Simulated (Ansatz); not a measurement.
Here is an Ansatz 0.2.0 calculation.

File input.yaml:

```yaml
crystal:
  lattice:
    - [0.0, 2.861, 2.861]
    - [2.861, 0.0, 2.861]
    - [2.861, 2.861, 0.0]
  atoms:
    - { symbol: Mn, position: [0.75, 0.75, 0.75], spin: 4.0 }
    - { symbol: Mn, position: [0.25, 0.25, 0.25], spin: 4.0 }
    - { symbol: Mn, position: [0.5, 0.5, 0.5], spin: 4.0 }
    - { symbol: Si, position: [0.0, 0.0, 0.0] }
hamiltonian:
  xc: pbesol
  pseudopotentials: { kind: paw }
magnetization:
  spin_polarized: true
kpoints:
  mp_grid: { grid: [8, 8, 8] }
scf:
  occupations: { method: fermi_dirac, width: 0.05 }
output:
  forces: true
  stress: true
elastic:
  mode: relaxed_ion
  stencil: two_point
```

Potentials or basis: Ansatz PAW.

Command:

```bash
$ ansatz run input.yaml --threads 2 --pin off --max-ram 5632MiB --backend cpu --events-out ev --progress --plain --runs-dir out
```

Problem. Estimate the elastic constants C11, C12, C44.

Solution. 237, 119, 118 GPa.

Problem. Predict the Voigt bulk modulus.

Solution. 158 GPa.

Problem. Predict the site moments.

Solution. Mn -0.82, +2.56; Si +0.04 μB.

Problem. What does it give for the net moment?

Solution. 1.01 μB per cell.

Problem. What does it give for the pressure?

Solution. -15.9 GPa.

Elastic tensor in Voigt notation (GPa, in the Cartesian axes of the cell as first typed):
```
237 119 119   0   0   0
119 237 119   0   0   0
119 119 237   0   0   0
  0   0   0 118   0   0
  0   0   0   0 118   0
  0   0   0   0   0 118
```

Caveat: the cell is more than 3 GPa from zero pressure, which shifts response properties; elastic constants of metals need much finer meshes, so these are rough; so large a pressure means that the cell lies far from this level's equilibrium, or that cutoff or potentials fall short; the PAW data sets come from PBE, with cores solved anew for the run's functional, which leaves a small shift of forces and pressure.
